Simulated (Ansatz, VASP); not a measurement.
# Two plane-wave programs on TaN

INCAR

```
SYSTEM = TaN
PREC = Accurate
ENCUT = 520
EDIFF = 1E-6
ISMEAR = 0
SIGMA = 0.05
LREAL = .False.
LASPH = .True.
NELM = 150
ALGO = Fast
ISIF = 2
LWAVE = .False.
LCHARG = .False.
ISPIN = 2
MAGMOM = 0 0 0 0 0 0
LORBIT = 11
LMAXMIX = 4
LDAU = .True.
LDAUTYPE = 2
LDAUL = 2 -1
LDAUU = 4 0
LDAUJ = 0 0
LDAUPRINT = 1
NBANDS = 37
```

Contents of KPOINTS:

```
regular mesh
0
Gamma
  4 4 7
  0 0 0
```

File POSCAR:

```
TaN
1.0
    5.1850002000      0.0000000000      0.0000000000
   -2.5925001000      4.4903418900      0.0000000000
    0.0000000000      0.0000000000      2.9080005300
Ta N
3 3
Direct
    0.0000000000      0.0000000000      0.0000000000
    0.3333333333      0.6666666667      0.5000000000
    0.6666666667      0.3333333333      0.5000000000
    0.5000000000      0.0000000000      0.0000000000
    0.5000000000      0.5000000000      0.0000000000
    0.0000000000      0.5000000000      0.0000000000
```

Input for Ansatz:

```yaml
crystal:
  lattice:
    - [5.1850002, 0.0, 0.0]
    - [-2.5925001, 4.49034189, 0.0]
    - [0.0, 0.0, 2.90800053]
  atoms:
    - { symbol: Ta, position: [0.0, 0.0, 0.0], spin: 2.0 }
    - { symbol: Ta, position: [0.3333333333, 0.6666666667, 0.5], spin: 2.0 }
    - { symbol: Ta, position: [0.6666666667, 0.3333333333, 0.5], spin: 2.0 }
    - { symbol: "N", position: [0.5, 0.0, 0.0] }
    - { symbol: "N", position: [0.5, 0.5, 0.0] }
    - { symbol: "N", position: [0.0, 0.5, 0.0] }
basis:
  ecutwfc: 420
  ecutrho_ratio: 4
kpoints:
  mp_grid: { grid: [4, 4, 7] }
hamiltonian:
  xc: lda
  hubbard:
    sites:
      - { site: 0, l: d, u_eff: 4.0, starting_ns: [{ spin: up, occupation_matrix: s0up }, { spin: down, occupation_matrix: s0down }] }
      - { site: 1, l: d, u_eff: 4.0, starting_ns: [{ spin: up, occupation_matrix: s1up }, { spin: down, occupation_matrix: s1down }] }
      - { site: 2, l: d, u_eff: 4.0, starting_ns: [{ spin: up, occupation_matrix: s2up }, { spin: down, occupation_matrix: s2down }] }
    occupation_matrices:
      s0up:
        matrix:
          - [0.02, 0.0, 0.0, 0.0, 0.0]
          - [0.0, 0.97, 0.0, 0.0, 0.0]
          - [0.0, 0.0, 0.97, 0.0, 0.0]
          - [0.0, 0.0, 0.0, 0.02, 0.0]
          - [0.0, 0.0, 0.0, 0.0, 0.02]
      s0down:
        matrix:
          - [0.02, 0.0, 0.0, 0.0, 0.0]
          - [0.0, 0.02, 0.0, 0.0, 0.0]
          - [0.0, 0.0, 0.02, 0.0, 0.0]
          - [0.0, 0.0, 0.0, 0.02, 0.0]
          - [0.0, 0.0, 0.0, 0.0, 0.02]
      s1up:
        matrix:
          - [0.97, 0.0, 0.0, 0.0, 0.0]
          - [0.0, 0.02, 0.0, 0.0, 0.0]
          - [0.0, 0.0, 0.02, 0.0, 0.0]
          - [0.0, 0.0, 0.0, 0.02, 0.0]
          - [0.0, 0.0, 0.0, 0.0, 0.97]
      s1down:
        matrix:
          - [0.02, 0.0, 0.0, 0.0, 0.0]
          - [0.0, 0.02, 0.0, 0.0, 0.0]
          - [0.0, 0.0, 0.02, 0.0, 0.0]
          - [0.0, 0.0, 0.0, 0.02, 0.0]
          - [0.0, 0.0, 0.0, 0.0, 0.02]
      s2up:
        matrix:
          - [0.97, 0.0, 0.0, 0.0, 0.0]
          - [0.0, 0.02, 0.0, 0.0, 0.0]
          - [0.0, 0.0, 0.02, 0.0, 0.0]
          - [0.0, 0.0, 0.0, 0.02, 0.0]
          - [0.0, 0.0, 0.0, 0.0, 0.97]
      s2down:
        matrix:
          - [0.02, 0.0, 0.0, 0.0, 0.0]
          - [0.0, 0.02, 0.0, 0.0, 0.0]
          - [0.0, 0.0, 0.02, 0.0, 0.0]
          - [0.0, 0.0, 0.0, 0.02, 0.0]
          - [0.0, 0.0, 0.0, 0.0, 0.02]
    ns_hold: { iters: 10 }
scf:
  occupations: { method: gaussian, width: 0.05 }
  lower_state_search: "off"
  max_iter: 150
output:
  forces: true
  stress: true
  eigenvalues: true
  populations: true
  hubbard: { sites: [{ site: 0, l: d }, { site: 1, l: d }, { site: 2, l: d }] }
  write_density: true
  write_potential: true
  elf: true
  volumetric_format: npy
magnetization:
  spin_polarized: true
```

Alike in both runs: task single point; functional LDA; k mesh 4 × 4 × 7; occupations gaussian, width 0.05 eV; collinear spin; Hubbard terms Ta d U = 4.0 eV.

```csv
,VASP,Ansatz
version,VASP 6.6.1,Ansatz 0.2.0
potentials or method,"VASP PAW LDA potentials, release 64 (Ta_pv, N)","scalar-relativistic, plane waves, PAW"
plane-wave cutoff (eV),520,420
valence electrons in the cell,48,54
```

VASP gave:

```
gap on the k mesh at the Fermi level (eV)       : none
pressure (GPa)                                  : 9.0
largest component of the traceless stress (GPa) : 1.06
net moment per atom (μB)                        : 0.00
```

Q: What did Ansatz give for the same quantities?

A: gap on the k mesh at the Fermi level (eV): none; pressure (GPa): -1.2; largest component of the traceless stress (GPa): 3.45; net moment per atom (μB): 0.00.

The programs project onto different local orbitals, so the same U acts differently. A gap of «none» marks a metal or a gap that the smearing closes. The two sets of potentials don't hold the same shells in valence. Ansatz warned: «filled_band_counts_differ_across_k_points».

Spin-orbit coupling is left out, which matters for the levels of Ta. The state reached can hang on the start; a lower one may exist.
